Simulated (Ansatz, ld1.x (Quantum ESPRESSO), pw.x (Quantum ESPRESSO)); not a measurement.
## Ir (Z = 77): does the TM potential hold in the solid?

iridium (Ir), norm-conserving Troullier–Martins (Kleinman–Bylander form), made with ld1.x (Quantum ESPRESSO) 7.5 (PBE, scalar-relativistic). Core [Xe] 4f14, reference 5d7 6s1 6p1. Waves: 6p (bound): rc 2.25 bohr; 5d (bound): rc 1.30 bohr; 6s (bound): rc 2.55 bohr. Local part: the s channel. Core correction: none.

Atomic tests: cutoffs needed: 40 Ry and 70 Ry (the cutoffs (Ry, on a coarse ladder) from which the occupation-weighted sum of valence levels, in a spherical-Bessel basis at the reference potential, stays within 10 and 1 mRy of its value at 400 Ry); ghost test: no extra level below or beside the all-electron valence levels (p, d, s, f tested) (spherical-Bessel basis up to 400 Ry, 20 bohr box); largest excitation error: -75 meV (all-electron minus pseudo) for 5d8 6s0 6p0, out of 7 test configurations.

Crystal test: diamond Ir in pw.x 7.5, no spin, 8³ k-points, Fermi–Dirac smearing 0.01 Ry, cutoffs 85/340 Ry. The lattice is a test structure that the element need not adopt, and mesh and smearing are coarse.

pw.x input:

```
&control
  calculation='scf', prefix='x', pseudo_dir='./', outdir='./tmp', tstress=.true., disk_io='low'
/
&system
  ibrav=0, nat=2, ntyp=1, ecutwfc=85, ecutrho=340, nbnd=17,
  occupations='smearing', smearing='fd', degauss=0.01
/
&electrons
  conv_thr=1e-09, mixing_beta=0.4, electron_maxstep=70
/
ATOMIC_SPECIES
Ir 1.0 Ir.UPF
CELL_PARAMETERS angstrom
  0.00000000 2.78314707 2.78314707
  2.78314707 0.00000000 2.78314707
  2.78314707 2.78314707 0.00000000
ATOMIC_POSITIONS crystal
Ir 0.0000 0.0000 0.0000
Ir 0.2500 0.2500 0.2500
K_POINTS automatic
8 8 8 0 0 0
```

```bash
pw.x < Ir.scf.in > Ir.scf.out
```

**Question.** How does the run end?

**Answer.** It converges; the pressure is 8.65 GPa against 0.45 GPa from all-electron LAPW. The largest radius (2.55 bohr) exceeds half the bond length (2.28 bohr), so the spheres overlap, which is one possible source of error among others. This is a poor potential for the solid. The log shows:

```
     total energy              =     -81.14059732 Ry
     estimated scf accuracy    <       0.06136564 Ry
     iteration #  2     ecut=    85.00 Ry     beta= 0.40
     total energy              =     -81.13508031 Ry
     estimated scf accuracy    <       0.01925587 Ry
     iteration #  3     ecut=    85.00 Ry     beta= 0.40
     total energy              =     -81.13608788 Ry
     estimated scf accuracy    <       0.00003341 Ry
     iteration #  4     ecut=    85.00 Ry     beta= 0.40
     c_bands:  1 eigenvalues not converged
     c_bands:  1 eigenvalues not converged
     c_bands:  1 eigenvalues not converged
     c_bands:  1 eigenvalues not converged
     total energy              =     -81.13626627 Ry
     estimated scf accuracy    <       0.00002213 Ry
     iteration #  5     ecut=    85.00 Ry     beta= 0.40
     total energy              =     -81.13626428 Ry
     estimated scf accuracy    <       0.00001840 Ry
     iteration #  6     ecut=    85.00 Ry     beta= 0.40
     total energy              =     -81.13626507 Ry
     estimated scf accuracy    <          6.6E-09 Ry
     iteration #  7     ecut=    85.00 Ry     beta= 0.40
     total energy              =     -81.13626520 Ry
     estimated scf accuracy    <       0.00000003 Ry
     iteration #  8     ecut=    85.00 Ry     beta= 0.40
     total energy              =     -81.13626520 Ry
     estimated scf accuracy    <          2.5E-09 Ry
     iteration #  9     ecut=    85.00 Ry     beta= 0.40
     the Fermi energy is    11.2535 ev
!    total energy              =     -81.13626520 Ry
     estimated scf accuracy    <          5.0E-10 Ry
     smearing contrib. (-TS)   =      -0.00922995 Ry
     The total energy is F=E-TS. E is the sum of the following terms:
     one-electron contribution =       4.30863196 Ry
     hartree contribution      =      12.56902490 Ry
     xc contribution           =     -15.04241015 Ry
     ewald contribution        =     -82.96228195 Ry
     convergence has been achieved in   9 iterations
          total   stress  (Ry/bohr**3)                   (kbar)     P=       86.49
```
